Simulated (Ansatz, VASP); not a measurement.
ZrC in VASP and in Ansatz

```
Zr C
1.0
     0.00000    2.31496    2.35021
     2.31496    0.00000    2.35021
     2.31496    2.31496    0.00000
Zr C
1 1
Direct
  0.50000 0.50000 0.50000
  0.00000 0.00000 0.00000
```

Change from the starting cell: strain -0.015 along x and y, +0.000 along z, atoms carried along.

Alike in both runs: task single point; functional PBEsol; k mesh 18 × 18 × 18; occupations gaussian, width 0.15 eV; no spin polarisation.

|  | VASP | Ansatz |
| --- | --- | --- |
| version | VASP 6.6.1 | Ansatz 0.2.0 |
| potentials or method | VASP PAW PBE potentials, release 64 (Zr_sv, C) | scalar-relativistic, plane waves, PAW |
| plane-wave cutoff (eV) | 520 | 420 |
| valence electrons in the cell | 16 | 16 |

Ansatz gave:

| Property | Result |
| --- | --- |
| gap on the k mesh at the Fermi level (eV) | none |
| pressure (GPa) | 2.5 |
| largest component of the traceless stress (GPa) | 4.02 |

Problem. Which values does VASP return?

Solution. gap on the k mesh at the Fermi level (eV): none; pressure (GPa): 2.9; largest component of the traceless stress (GPa): 4.05.

A gap of «none» marks a metal or a gap that the smearing closes. With one functional, cell and mesh, what is left measures potentials, basis and numerics.

Caveats: the PAW data sets were made with another functional, which shifts forces and pressure a little (VASP).
